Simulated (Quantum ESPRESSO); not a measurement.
# How GaP absorbs and reflects light, part 3 of 3

Aim: the dielectric function of GaP, and the optical constants that follow from it.

Quantum ESPRESSO 7.5; DFT, PBE, plane waves with norm-conserving potentials (PseudoDojo), scalar-relativistic, independent-particle optical response without local fields and without the non-local commutator.

So far, gap on the k-mesh (eV): step 2 (ground state) 1.59.

## (4) Bands on the whole mesh, 11×11×11

The response needs many more empty bands than the density does.

This step: DFT, PBE, plane waves with norm-conserving potentials (PseudoDojo), scalar-relativistic, bands at fixed density (Quantum ESPRESSO 7.5).

nscf.in

```
&control
  calculation = 'nscf'
  prefix = 'x'
  outdir = './tmp'
  pseudo_dir = './'
/
&system
  ibrav = 0
  nat = 2
  ntyp = 2
  ecutwfc = 90
  occupations = 'fixed'
  nbnd = 27
  nosym = .true.
  noinv = .true.
/
&electrons
  conv_thr = 1e-09
  electron_maxstep = 100
  diago_full_acc = .true.
/
ATOMIC_SPECIES
  Ga 1.0 Ga.upf
  P 1.0 P.upf
CELL_PARAMETERS angstrom
  0.000000000000 2.725250000000 2.725250000000
  2.725250000000 0.000000000000 2.725250000000
  2.725250000000 2.725250000000 0.000000000000
ATOMIC_POSITIONS crystal
  Ga 0.000000000000 0.000000000000 0.000000000000
  P 0.750000000000 0.750000000000 0.750000000000
K_POINTS automatic
  11 11 11 0 0 0
```

On the command line:

```sh
mpirun -n 4 pw.x -nk 4 -in nscf.in
```

Log:

```text
[banner, memory and clock lines left out]

     Atomic positions and unit cell read from directory:

     G-vector sticks info

     bravais-lattice index     =            0
     lattice parameter (alat)  =       7.2832  a.u.
     unit-cell volume          =     273.1780 (a.u.)^3
     number of atoms/cell      =            2
     number of atomic types    =            2
     number of electrons       =        18.00
     number of Kohn-Sham states=           27
     kinetic-energy cutoff     =      90.0000  Ry
     charge density cutoff     =     360.0000  Ry
     Exchange-correlation= PBE
                           (   1   4   3   4   0   0   0)

     celldm(1)=   7.283166  celldm(2)=   0.000000  celldm(3)=   0.000000
     celldm(4)=   0.000000  celldm(5)=   0.000000  celldm(6)=   0.000000

     crystal axes: (cart. coord. in units of alat)
               a(1) = (   0.000000   0.707107   0.707107 )
               a(2) = (   0.707107   0.000000   0.707107 )
               a(3) = (   0.707107   0.707107   0.000000 )

     reciprocal axes: (cart. coord. in units 2 pi/alat)
               b(1) = ( -0.707107  0.707107  0.707107 )
               b(2) = (  0.707107 -0.707107  0.707107 )
               b(3) = (  0.707107  0.707107 -0.707107 )

     ./Ga.upf
     Pseudo is Norm-conserving + core correction, Zval = 13.0
     Generated using ONCVPSP code by D. R. Hamann
     Using radial grid of 1902 points,  6 beta functions with:
                l(1) =   0
                l(2) =   0
                l(3) =   1
                l(4) =   1
                l(5) =   2
                l(6) =   2

     ./P.upf
     Pseudo is Norm-conserving + core correction, Zval =  5.0
     Generated using ONCVPSP code by D. R. Hamann
     Using radial grid of 1298 points,  6 beta functions with:
                l(1) =   0
                l(2) =   0
                l(3) =   1
                l(4) =   1
                l(5) =   2
                l(6) =   2

     atomic species   valence    mass     pseudopotential
     Ga               13.00     1.00000     Ga( 1.00)
     P                 5.00     1.00000     P ( 1.00)

     No symmetry found

   Cartesian axes

     site n.     atom                  positions (alat units)
         1        Ga     tau(   1) = (   0.0000000   0.0000000   0.0000000  )
         2        P      tau(   2) = (   1.0606602   1.0606602   1.0606602  )

     number of k points=  1331

     Number of k-points >= 100: set verbosity='high' to print them.

     Dense  grid:    31283 G-vectors     FFT dimensions: (  45,  45,  45)

     The potential is recalculated from file :

     Starting wfcs are   13 randomized atomic wfcs +   14 random wfcs

     Band Structure Calculation
     Davidson diagonalization with overlap

     ethr =  5.56E-12,  avg # of iterations = 42.8

     End of band structure calculation

     Number of k-points >= 100: set verbosity='high' to print the bands.

     highest occupied, lowest unoccupied level (ev):     7.6148    9.2228

     XML data file, pseudopotentials, collected wavefunctions

                                        0.00s GPU  (   15586 calls)

[... left out ...]
ulation
     Davidson diagonalization with overlap

     ethr =  5.56E-12,  avg # of iterations = 42.8

     End of band structure calculation

     Number of k-points >= 100: set verbosity='high' to print the bands.

     highest occupied, lowest unoccupied level (ev):     7.6148    9.2228

     XML data file, pseudopotentials, collected wavefunctions

                                        0.00s GPU  (   15586 calls)
```

Run time: 7.1 min. Hardware: 4 MPI ranks of Arm Neoverse V2, shared host; peak memory 0.06 GiB; 28 min of CPU time.

## (5) Dielectric function

With the density converged, the vertical transitions are summed over the zone.

This step: DFT, PBE, plane waves with norm-conserving potentials (PseudoDojo), scalar-relativistic, independent-particle optical response without local fields and without the non-local commutator (Quantum ESPRESSO 7.5).

epsilon.in

```
&inputpp
  prefix = 'x'
  outdir = './tmp'
  calculation = 'eps'
/
&energy_grid
  smeartype = 'gauss'
  intersmear = 0.4
  wmin = 0.0
  wmax = 22
  nw = 500
/
```

On the command line:

```sh
mpirun -n 4 epsilon.x -nk 4 -in epsilon.in
```

Log:

```text
[banner, memory and clock lines left out]

     Broadcasting variables...

     IMPORTANT: XC functional enforced from input :
     Exchange-correlation= PBE
                           (   1   4   3   4   0   0   0)
     Any further DFT definition will be discarded

     G-vector sticks info

     Fermi energy [eV] is:  7.61482
     The system is a dielectric...
     metallic system: redefining wmin =     0.000000

     Performing eps calculation...

     xx,yy,zz plasmon frequences [eV] are:    16.202538394   16.202537974   16.202538212
```

It took 2 s on 4 MPI ranks; peak memory 0.05 GiB; 7.6 s of CPU time.

Numbers from this step:

* electronic dielectric constant ε∞, mean over x, y and z (by symmetry where fewer were run): 11.08
* main peak of Im epsilon, first axis: 4.393 eV
* centre of weight of the strongest loss peak in the window: 17.04 eV

The Im ε, any direction has structure finer than the step of the table below, so its rows give means over 0.5 eV, whole bins alone (the curve runs from 0 to 22 eV). Peaks (eV: height): 4.41: 26.8, 5.25: 18.0.

Values under the direct gap are tails of Lorentzian lines. The Im ε, any direction by photon energy; means over each step:

```csv
photon energy (eV),"Im ε, any direction"
0.5,0.137
1.0,0.328
1.5,0.814
2.0,1.76
2.5,5.52
3.0,9.46
3.5,11.9
4.0,17.4
4.5,21.9
5.0,15.3
5.5,14.1
6.0,8.52
6.5,6.42
7.0,5.30
7.5,3.90
8.0,3.09
8.5,2.64
9.0,2.16
9.5,2.13
10.0,1.54
10.5,1.44
11.0,1.05
11.5,0.926
12.0,0.820
12.5,0.664
13.0,0.609
13.5,0.521
14.0,0.415
14.5,0.403
15.0,0.394
15.5,0.326
16.0,0.293
16.5,0.293
17.0,0.292
17.5,0.340
18.0,0.282
18.5,0.264
19.0,0.246
19.5,0.248
20.0,0.242
20.5,0.228
21.0,0.187
21.5,0.184
```

The Re ε, any direction by photon energy:

photon energy (eV), Re ε, any direction and a bar from the least value:
```
        0       11.1 #########################
        1       11.8 ##########################
        2       14.3 ##############################
        3       13.9 #############################
        4       14.1 ##############################
        5        1.1 ###########
        6       -6.8 
        7       -4.3 ####
        8       -3.0 #####
        9       -2.3 ######
       10       -2.0 #######
       11       -1.7 #######
       12       -1.1 ########
       13       -0.8 #########
       14       -0.5 #########
       15       -0.2 #########
       16       -0.1 ##########
       17        0.1 ##########
       18        0.1 ##########
       19        0.2 ##########
       20        0.3 ##########
       21        0.4 ##########
       22        0.4 ##########
```

Table of refractive index n and extinction k by photon energy:

```csv
photon energy (eV),n,k
0,3.33,0
1,3.43,0.0466
2,3.79,0.214
3,3.89,1.13
4,4.22,1.91
5,2.83,2.62
6,1.37,2.95
7,1.11,2.35
8,0.797,1.92
9,0.632,1.63
10,0.497,1.51
11,0.373,1.35
12,0.368,1.12
13,0.320,0.936
14,0.260,0.752
15,0.346,0.595
16,0.338,0.429
17,0.451,0.316
18,0.450,0.298
19,0.532,0.226
20,0.581,0.202
21,0.614,0.148
22,0.649,0.123
```

The loss function −Im 1/ε at q → 0, any direction has structure finer than the step of the table below, so its rows give means over 1 eV, whole bins alone (the curve runs from 0 to 22 eV). Peaks (eV: height): 16.7: 3.45, 18.0: 3.17.

Values under the direct gap are tails of Lorentzian lines. Table of loss function −Im 1/ε at q → 0, any direction by energy loss; means over each step:

```csv
energy loss (eV),"loss function −Im 1/ε at q → 0, any direction"
1,0.00244
2,0.00876
3,0.0289
4,0.0352
5,0.0608
6,0.0795
7,0.111
8,0.153
9,0.211
10,0.246
11,0.308
12,0.437
13,0.650
14,1.06
15,1.82
16,3.09
17,3.03
18,2.74
19,2.13
20,1.67
21,1.29
```

The reflectivity at normal incidence, any direction has structure finer than the step of the table below, so its rows give means over 1 eV, whole bins alone (the curve runs from 0 to 22 eV). Peaks (eV: height): 4.5: 58.4, 6.0: 61.9, 11.0: 59.8.

Table of reflectivity at normal incidence, any direction by photon energy; means over each step:

```csv
photon energy (eV),"reflectivity at normal incidence, any direction (%)"
1,30.3
2,34.7
3,39.8
4,47.7
5,52.8
6,58.4
7,56.2
8,55.7
9,52.2
10,54.0
11,55.4
12,52.9
13,50.5
14,48.0
15,39.4
16,31.1
17,18.8
18,15.8
19,11.2
20,8.61
21,7.12
```

At chosen wavelengths:

```csv
wavelength (nm),n,k,R (%),1/α
1064,3.47,0.059,30.6,1.4 µm
633,3.76,0.211,33.7,239 nm
532,4.11,0.407,37.4,104 nm
405,3.94,1.115,38.6,29 nm
365,4.04,1.341,40.6,22 nm
248,2.82,2.618,47.4,7.5 nm
193,1.32,2.508,54.8,6.1 nm
```

Below the direct gap, k and the depth come from the tails of the Lorentzian lines, not from transitions.

Rows near the edge hang on the gap, which this functional as a rule makes too small, and phonon-assisted absorption is left out.

## (6) Summary of results

* electronic dielectric constant ε∞, mean over x, y and z (by symmetry where fewer were run) (independent particles): 11.1
* main peak of Im epsilon, first axis: 4.39 eV
* centre of weight of the strongest loss peak in the window, first axis: 17.0 eV

**Reading.** At this level (PBE, independent particles) GaP has ε∞ = 11.1 and n = 3.39 at 1550 nm, and Im ε peaks at 4.4 eV. Distinct maxima of Im ε, read by a parabola through the highest points, lie at 2.82 eV (10), 4.39 eV (27) and 5.24 eV (18). Excitons and phonon-assisted transitions are missing, and so are local fields; PBE gaps are as a rule too small, which pulls the onset down and ε∞ up. epsilon.x leaves out the commutator of the non-local potential, so its intensities are off, as a rule too high. The sum runs over mesh points, so small or evenly spaced maxima can still be ripples of the mesh.

[Machine, clock, banner and «Message from routine» lines are left out of the logs.]

[Logs are printed without paths, hosts, clocks, repeated set-up lines and the standing remarks that a program may print on its own settings, such as how far it seeks lower states.]

[Hosts, paths, dates, database ids (printed as entryN), source tags and the programs' standing remarks are cut or masked in the printed files.]
